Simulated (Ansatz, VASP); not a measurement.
**Ga: VASP beside Ansatz**

INCAR

```
SYSTEM = Ga
PREC = Accurate
ENCUT = 520
EDIFF = 1E-6
ISMEAR = 0
SIGMA = 0.1
LREAL = .FALSE.
LASPH = .TRUE.
NELM = 100
ALGO = Normal
ISIF = 2
LWAVE = .FALSE.
LCHARG = .FALSE.
GGA = PS
NBANDS = 90
```

The input KPOINTS:

```
Automatic mesh
0
G
  3 3 3
  0 0 0
```

File POSCAR:

```
Ga
1.0
    3.4609644385      1.9981887503      5.9023362359
   -3.4609644385      1.9981887503      5.9023362359
    0.0000000000     -3.9963775004      5.9023362359
Ga
12
Direct
    0.0101900000      0.6536100000      0.0101900000
    0.0101900000      0.0101900000      0.6536100000
    0.6536100000      0.0101900000      0.0101900000
    0.9898100000      0.3463900000      0.9898100000
    0.3463900000      0.9898100000      0.9898100000
    0.9898100000      0.9898100000      0.3463900000
    0.2211800000      0.6306000000      0.2211800000
    0.2211800000      0.2211800000      0.6306000000
    0.6306000000      0.2211800000      0.2211800000
    0.7788200000      0.3694000000      0.7788200000
    0.3694000000      0.7788200000      0.7788200000
    0.7788200000      0.7788200000      0.3694000000
```

Input for Ansatz:

```yaml
crystal:
  lattice:
    - [3.4609644385, 1.9981887503, 5.9023362359]
    - [-3.4609644385, 1.9981887503, 5.9023362359]
    - [0.0, -3.9963775004, 5.9023362359]
  atoms:
    - { symbol: Ga, position: [0.01019, 0.65361, 0.01019] }
    - { symbol: Ga, position: [0.01019, 0.01019, 0.65361] }
    - { symbol: Ga, position: [0.65361, 0.01019, 0.01019] }
    - { symbol: Ga, position: [0.98981, 0.34639, 0.98981] }
    - { symbol: Ga, position: [0.34639, 0.98981, 0.98981] }
    - { symbol: Ga, position: [0.98981, 0.98981, 0.34639] }
    - { symbol: Ga, position: [0.22118, 0.6306, 0.22118] }
    - { symbol: Ga, position: [0.22118, 0.22118, 0.6306] }
    - { symbol: Ga, position: [0.6306, 0.22118, 0.22118] }
    - { symbol: Ga, position: [0.77882, 0.3694, 0.77882] }
    - { symbol: Ga, position: [0.3694, 0.77882, 0.77882] }
    - { symbol: Ga, position: [0.77882, 0.77882, 0.3694] }
basis:
  ecutwfc: 420
kpoints:
  mp_grid: { grid: [3, 3, 3] }
hamiltonian:
  xc: pbesol
scf:
  occupations: { method: gaussian, width: 0.1 }
  lower_state_search: "off"
output:
  forces: true
  stress: true
  eigenvalues: true
```

Alike in both runs: task single point; functional PBEsol; k mesh 3 × 3 × 3; occupations gaussian, width 0.1 eV; no spin polarisation.

```csv
,VASP,Ansatz
version,VASP 6.6.1,Ansatz 0.2.0
potentials or method,"VASP PAW PBE potentials, release 64 (Ga_d)","scalar-relativistic, plane waves, PAW"
plane-wave cutoff (eV),520,420
valence electrons in the cell,156,156
```

|  | VASP | Ansatz | Ansatz less VASP |
| --- | --- | --- | --- |
| gap on the k mesh at the Fermi level (eV) | none | none | - |
| pressure (GPa) | 6.1 | 6.0 | -0.11 |
| largest component of the traceless stress (GPa) | 0.77 | 0.78 | +0.012 |
| rms of the force components (eV/Å) | 0.732 | 0.727 | -0.0049 |

Atom by atom the forces differ by 0.006 eV/Å (rms over components). A gap of «none» marks a metal or a gap that the smearing closes.

Caveats: the k mesh is coarse (spacing up to 0.37 Å⁻¹), so the values aren't converged; the PAW data sets were made with another functional, which shifts forces and pressure a little (VASP).
